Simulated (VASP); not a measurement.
Crystal: C.

```xyz
8
Lattice="2.5221 0.0000 0.0000 -1.2611 2.1842 0.0000 0.0000 0.0000 8.2371" Properties=species:S:1:pos:R:3 pbc="T T T"
C     1.2611    0.7281    6.9501
C     0.0000    1.4561    2.8315
C     1.2611    0.7281    5.4056
C     0.0000    1.4561    1.2870
C     0.0000    0.0000    7.4649
C     0.0000    0.0000    3.3463
C     0.0000    0.0000    4.8908
C     0.0000    0.0000    0.7722
```

This is a hexagonal form of diamond, not graphite.

```yaml
Program: VASP 6.6.1
Task: relaxation of cell and atoms
Functional: BLYP
Potentials_or_basis: VASP PAW PBE potentials, release 64 (C)
Cutoff: 600 eV
k_mesh: 12 × 12 × 4
Occupations: fermi-dirac, width 0.05 eV
Spin: no spin polarisation
```

At the start: pressure 11.6 GPa; volume 5.67 Å³/atom.

Question: How do energy, volume and symmetry change on relaxing?

Answer: Over 8 steps the energy falls by 7.9 meV/atom and the volume is 5.83 Å³/atom (+2.7 %); space group P6_3/mmc (No. 194, to 0.05 Å).

Step by step:
```
step  energy change (eV)  largest force (eV/Å)  pressure (GPa)  volume (Å³)
   1              0.0000                0.3396           11.61        45.38
   2              0.0219                0.5003          -11.91        48.12
   3             -0.0629                0.0724            0.07        46.61
   4             -0.0629                0.0653            0.29        46.59
   5             -0.0629                0.0938           -0.18        46.64
   6             -0.0632                0.0130            0.08        46.61
   7             -0.0632                0.0180           -0.08        46.63
   8             -0.0632                0.0012           -0.02        46.62
```

Final structure:
```
CELL_PARAMETERS angstrom
2.53659 0.00000 0.00000
-1.26830 2.19675 0.00000
0.00000 0.00000 8.36618
ATOMIC_POSITIONS crystal
C 0.66667 0.33333 0.84452
C 0.33333 0.66667 0.34452
C 0.66667 0.33333 0.65548
C 0.33333 0.66667 0.15548
C 0.00000 0.00000 0.90702
C 0.00000 0.00000 0.40702
C 0.00000 0.00000 0.59298
C 0.00000 0.00000 0.09298
```

Caveat: the PAW data sets were made with another functional, which shifts forces and pressure a little.
